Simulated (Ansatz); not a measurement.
## WSe2 (P-6m2): the band gap by level of theory

All numbers come from the PAW code Ansatz. Non-magnetic throughout; all numbers are computed.

The cell is a 3-atom cell of WSe2 (P-6m2) from a materials database; cell and atoms were relaxed with r2SCAN+rVV10. Space group P-6m2 (No. 187), hexagonal; conventional cell a = 3.297 Å, c = 7.184 Å, 22.55 Å³ an atom. W is surrounded by 6 Se at 2.53 Å; Se is surrounded by 3 W at 2.53 Å.

Relaxed lattice by functional, symmetry kept:
```
  functional   k mesh  a (Å)  c (Å)  volume (Å³/atom)
  PBE-D3(BJ)  12×12×2  3.278  7.057             21.89
r2SCAN+rVV10  12×12×4  3.297  7.184             22.55
      PBE-D4  12×12×4  3.278  7.032             21.81
```

On this one geometry the levels give:

| level | k mesh | gap (eV) | kind | edges | least direct gap (eV) | rough cost |
| --- | --- | --- | --- | --- | --- | --- |
| LDA | 12×12×4 | 1.30 | indirect | A → K–Γ (0.47) | 1.54 | 9 core-seconds |
| PBE | 12×12×4 | 1.38 | indirect | A → K–Γ (0.50) | 1.56 | 14 core-seconds |
| PBE+SOC | 12×12×4 | 1.06 | indirect | H → K–Γ (0.47) | 1.25 | 60 core-seconds |
| r2SCAN | 12×12×4 | 1.49 | indirect | A → K–Γ (0.47) | 1.67 | 21 core-seconds |
| HSE06 | 6×6×4 | 1.89 | indirect | A → K–Γ (0.47) | 2.02 | 3 core-minutes |
| HSE06+SOC | 6×6×2 | 1.48 | indirect | H → K–Γ (0.47) | 1.67 | 9 core-minutes |
| DDH-PBE0 | 6×6×4 | 1.81 | indirect | A → K–Γ (0.47) | 1.98 | 5 core-minutes |
| PBE0 | 6×6×4 | 2.56 | indirect | H → K–Γ (0.47) | 2.67 | 3 core-minutes |
| Hartree-Fock | 6×6×4 | 6.00 | direct | H | 6.00 | 4 core-minutes |
| G0W0@PBE (201 empty bands, 120 eV, 6×6×2) | 6×6×2 | 1.72 | – | A → K–Γ (0.50) (mesh) | – | 4 core-minutes |
| G0W0@PBE (501 empty bands, 220 eV, 6×6×2) | 6×6×2 | 1.75 | – | A → K–Γ (0.50) (mesh) | – | 40 core-minutes |

PBE: smearing of 0.02 eV; the others have fixed occupations.
Wave cutoffs: 420 eV, 500 eV (r2SCAN).
Points off the special ones are mesh points or PBE's searched band edges, reused at the other levels. Set aside, since their points miss a band edge that the other levels read or their mesh is too coarse: LC-ωPBE.
The G0W0 gap is PBE's gap over the path plus the quasiparticle shift read on the mesh. G0W0 values are finite-basis, finite-mesh values.
Costs come from shared machines and give only the order; PBE's includes the band path. The runs had 2 threads of Arm Neoverse V2, on a shared host.

The HSE06 gap is indirect, 1.89 eV (A to K–Γ (0.47 of the way from K)), below the direct gap of 2.02 eV at H. Spin-orbit coupling changes the PBE gap by -0.32 eV, to 1.06 eV.

Set against the finite-basis gap of 1.75 eV from G0W0@PBE (501 empty bands, 220 eV, 6×6×2), the closest functional is DDH-PBE0, which differs by +0.06 eV, at about 14 times r2SCAN's cost; G0W0 itself took about 110 times r2SCAN's cost. The others: HSE06 +0.14, r2SCAN -0.26, PBE -0.37, LDA -0.45, PBE0 +0.81, Hartree-Fock +4.25 eV. The yardstick's own error is a tenth of an eV or more. r2SCAN covers 22 % of the step from PBE to HSE06, while HSE06 needs about 9 times r2SCAN's cost (on a coarser mesh). The levels disagree on the kind of gap: direct with Hartree-Fock; indirect with LDA, PBE, PBE+SOC, r2SCAN, HSE06, HSE06+SOC, DDH-PBE0, PBE0.

Only the levels marked +SOC include spin-orbit coupling.

The meshes of the hybrids are coarse, so their gaps aren't converged to the digits shown.
